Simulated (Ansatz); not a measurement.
# Sn: a tetragonal deformation path

An exercise on one series of results from a longer session: the logs are not shown, and one member is left open.

Method: DFT r2SCAN, scalar-relativistic, plane waves, PAW, in Ansatz 0.2.0.

## The starting structure

It takes space group Im-3m (No. 229, cubic). The conventional cell has a = 3.789 Å, b = 3.789 Å, c = 3.789 Å, α = 90.00°, β = 90.00°, γ = 90.00°. Sn (site symmetry m-3m) has 8 Sn at 3.28 Å in its first shell of neighbours.

As a file:

```cif
data_structure
_symmetry_space_group_name_H-M 'Im-3m'
_symmetry_Int_Tables_number 229
_cell_length_a 3.7893
_cell_length_b 3.7893
_cell_length_c 3.7893
_cell_angle_alpha 90.000
_cell_angle_beta 90.000
_cell_angle_gamma 90.000
_cell_volume 54.41
loop_
_atom_site_label
_atom_site_type_symbol
_atom_site_symmetry_multiplicity
_atom_site_Wyckoff_symbol
_atom_site_fract_x
_atom_site_fract_y
_atom_site_fract_z
_atom_site_occupancy
Sn1 Sn 2 a 0.00000 0.00000 0.00000 1
```

It goes back to an entry of the Materials Project, which need not be the stable form.

No relaxation comes first: the listed cell is the starting point.

## The reference cell

Reference values: F = -6038.3966 eV; pressure -0.65 GPa; largest force 0.000 eV/Å; gap on the mesh none (metal). It was computed beforehand with the settings of the runs below.

The first run:

At fixed volume and fractional coordinates, lengths along (0.000, 0.000, 1.000) are scaled against those across it; ρ is that ratio over its starting value.

File input.yaml:

```yaml
crystal:
  lattice:
    - [-2.1267818233, 2.1267818233, 1.5036347491]
    - [2.1267818233, -2.1267818233, 1.5036347491]
    - [2.1267818233, 2.1267818233, -1.5036347491]
  atoms:
    - { symbol: Sn, position: [0.0, 0.0, 0.0] }
basis:
  ecutwfc: 500
kpoints:
  mp_grid: { grid: [20, 20, 20] }
hamiltonian:
  xc: r2scan
scf:
  occupations: { method: gaussian, width: 0.15 }
output:
  forces: true
  stress: true
  eigenvalues: true
```

Started as:

```bash
$ ansatz run input.yaml --threads 1 --pin off --max-ram 2560MiB --backend cpu --events-out ev --progress --plain --runs-dir out
```

Among the steps run: Point ρ = 0.707; ρ = 1.414; ρ = 0.850; ρ = 1.200; Point ρ = 0.780; Point ρ = 1.300; Point ρ = 0.920; At ρ = 1.100; Point ρ = 0.650; Point ρ = 1.500; Point ρ = 0.960; Point ρ = 1.050.

One table of the session follows, with a row left open; its other results are not shown here.

It belongs to the step «The scan collected». Collected from the runs (energy zero: the undisturbed cell):

```
    ρ  ΔE (meV/atom)  pressure (GPa)
0.650          137.1             4.6
0.707           35.8             2.1
0.780          -11.1             0.5
0.850          -16.3            -0.2
0.920           -8.7            -0.5
0.960           -2.2            -0.6
1.000            0.0            -0.7
1.050           -1.2            -0.5
1.100           -4.6            -0.3
1.200           -5.5            -0.1
1.300           -4.7             0.2
1.414              ?               ?
1.500           -3.0             0.2
```

Q: Estimate the row for ρ = 1.414 from the others.

Worked estimate for «ΔE (meV/atom)». A straight line through the neighbours (1.300, -4.7) and (1.500, -3.0) gives -4.7 + (-3.0 + 4.7) × (1.414 − 1.300) / (1.500 − 1.300) = -3.7; a parabola fitted to 3 rows on both sides gives -3.7.

**Answer.** ΔE (meV/atom): -1.0; pressure (GPa): 0.2. In «ΔE (meV/atom)» the line misses by -2.7 and the parabola by -2.7. Between these rows the values bend or scatter more than so simple an estimate can follow.
